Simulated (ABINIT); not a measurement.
Runs of ABINIT 10.8.3 (patched build) on I. It takes space group Fmmm (No. 69, orthorhombic). The conventional cell has a = 4.384 Å, b = 4.731 Å, c = 7.820 Å, α = 90.00°, β = 90.00°, γ = 90.00°. Around I (site symmetry mmm) lie 4 I at 3.23 Å. 

```csv
task,level,k mesh,cutoff (eV),fine-grid cutoff,mesh quality,gap on the mesh (eV),pressure (GPa),V0 of scaled cells (Å³/atom),B0 (GPa)
single point,PBEsol,4 × 4 × 4,408,816.342 eV,coarse,-,-3.0,-,-
single point,PBEsol,5 × 5 × 5,408,816.342 eV,coarse,none,-1.4,-,-
single point,r2SCAN,5 × 5 × 5,490,979.61 eV,coarse,none,-0.1,-,-
equation of state,BP86,9 × 9 × 9,408,816.342 eV,not flagged,-,-,(a),24
single point,PBEsol,7 × 7 × 7,408,816.342 eV,not flagged,none,(b),-,-
equation of state,PBEsol,9 × 9 × 9,272,544.228 eV,not flagged,-,-,38.55,30
```

Alike in all rows: potentials or basis JTH PAW PBE v2.0; no spin polarisation; cell as given; smearing fermi-dirac 0.05 eV.

**Question.** Estimate the missing entries.

**Answer.** (a) 41.86; (b) -1.2.

Caveats: some runs use coarse meshes; the PAW data sets were made with another functional, which shifts forces and pressure a little; an odd number of electrons without spin polarisation forces a metal (some runs); a magnetic or distorted state may lie lower (some runs); pressures at fixed basis lie under the slope of the energies (some runs); the cell was scaled at fixed shape and fractional positions, which overstates the stiffness of a crystal with free parameters, most of all of layers and chains (some runs).

A k mesh can miss the band edges, and the runs leave out spin-orbit coupling on I.

A gap of «none» marks a metal or a gap under the smearing width.

Runs at the PBE level aren't shown here.
